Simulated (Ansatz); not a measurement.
Here is an Ansatz 0.2.0 calculation.

The input input.yaml:

```yaml
crystal:
  lattice:
    - [0.0, 2.82891, 2.82891]
    - [2.82891, 0.0, 2.82891]
    - [2.82891, 2.82891, 0.0]
  atoms:
    - { symbol: Ge, position: [0.75, 0.75, 0.75] }
    - { symbol: Ge, position: [0.5, 0.5, 0.5] }
hamiltonian:
  xc: r2scan
  pseudopotentials: { kind: paw }
  dispersion: d3bj
kpoints:
  mp_grid: { grid: [8, 8, 8] }
scf:
  occupations: { method: fermi_dirac, width: 0.05 }
output:
  forces: true
  stress: true
relax:
  f_tol: 0.01
  max_steps: 40
  cell: { stress_tol: 0.05 }
```

Potentials or basis: Ansatz PAW.

Command:

```bash
$ ansatz run input.yaml --threads 2 --pin off --max-ram 5120MiB --backend cpu --events-out ev --progress --plain --runs-dir out
```

(1) What does it give for the band gap on the k mesh?

(2) What does it give for the relaxed cell?

Results:

(1) 0.48 eV.

(2) a = 3.995 Å, b = 3.995 Å, c = 3.995 Å, α = 60.00°, β = 60.00°, γ = 60.00°.

Caveat: the plane-wave basis is chosen anew once the cell has moved, so the energies of steps on either side of that aren't comparable; the PAW data sets come from PBE, with cores solved anew for the run's functional, which leaves a small shift of forces and pressure; the dispersion damping was fitted for another functional or another form of the correction.

The cell as given is a measured one (22.64 Å³/atom); r2SCAN+D3(BJ) puts the equilibrium volume -0.4 % from it, thermal expansion not counted.
